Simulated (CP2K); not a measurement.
Runs of CP2K 2026.2 on Sc. All rows change the cell; the cell of one of them follows. It takes space group P6_3/mmc (No. 194, hexagonal). The conventional cell has a = 3.309 Å, b = 3.309 Å, c = 5.590 Å, α = 90.00°, β = 90.00°, γ = 120.00°. Sc (site symmetry -6m2) is surrounded by 12 Sc at 3.31 to 3.39 Å. 

| cell | gap on the mesh (eV) | pressure (GPa) |
| --- | --- | --- |
| strain_c = 0.06 | none | -3.3 |
| strain_c = -0.02 | none | (b) |
| strain_c = 0.02 | none | -1.7 |
| strain_c = -0.04 | none | 1.4 |
| strain_c = 0.04 | none | -2.5 |
| strain_c = 0 | none | (a) |

Alike in all rows: task band structure; level PBE; potentials or basis POTENTIAL_UZH Sc GTH-PBE-q11; TZVP-MOLOPT-PBE-GTH basis; no spin polarisation; k mesh 9 × 9 × 5; smearing fermi-dirac 0.05 eV.

Q: Fill in the values left out.

A: (a) -0.8; (b) 0.3.

Caveats: the basis of atomic orbitals isn't converged, which shifts pressures, moduli and gaps.

A gap of «none» marks a metal or a gap under the smearing width.
